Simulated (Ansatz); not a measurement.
**C (P6_3/mmc), random displacements**

Level of theory: DFT PBE, scalar-relativistic, plane waves, PAW in Ansatz 0.2.0. The runs took a 420 eV cutoff, a Γ-centred 12×12×4 mesh and Gaussian smearing (0.05 eV). No spin polarisation. Energies are free energies at this smearing, counted from the undisturbed cell; pressure is positive in compression.

Zero of the scan (as given, not relaxed at this level):

```yaml
crystal:
  lattice:
    - [2.52210, 0.00000, 0.00000]
    - [-1.26105, 2.18420, 0.00000]
    - [0.00000, 0.00000, 8.23710]
  atoms:
    - { symbol: C, position: [0.00000, 0.00000, 0.09375] }
    - { symbol: C, position: [0.00000, 0.00000, 0.59375] }
    - { symbol: C, position: [0.00000, 0.00000, 0.40625] }
    - { symbol: C, position: [0.00000, 0.00000, 0.90625] }
    - { symbol: C, position: [0.33333, 0.66667, 0.15625] }
    - { symbol: C, position: [0.66667, 0.33333, 0.65625] }
    - { symbol: C, position: [0.33333, 0.66667, 0.34375] }
    - { symbol: C, position: [0.66667, 0.33333, 0.84375] }
```

The atoms are displaced (Å, in the unstrained cell):

```
atom ux uy uz
  C1   0.039   0.155   0.094
  C2   0.112   0.165  -0.291
  C3   0.019  -0.005  -0.051
  C4  -0.076  -0.227  -0.066
  C5  -0.208   0.148   0.183
  C6   0.075   0.122   0.168
  C7  -0.083  -0.083  -0.089
  C8   0.122  -0.274   0.052
```

Strain (Voigt, engineering shear): (0.0197, 0.0169, 0.0092, 0.0083, 0.0269, -0.1101).

**Question.** What are the energy change, the stress and the forces?

**Answer.** ΔE = 1087.3 meV/atom; stress (xx, yy, zz, yz, xz, xy; compression positive) (-7.68, 3.27, 39.15, -7.66, -5.89, 40.92) GPa.
```
atom Fx (eV/Å) Fy Fz
  C1      -4.87  -1.67   -1.68
  C2      -0.46  -0.53   15.72
  C3      -1.70  -1.17   -3.36
  C4       6.54  -0.05    5.56
  C5       4.90  -1.09  -10.63
  C6       0.61  -1.49  -11.21
  C7       1.52   2.03    8.02
  C8      -6.54   3.98   -2.42
```

Cost: 1 run of about 0.48 core-minutes, on Arm Neoverse V2 (shared hosts).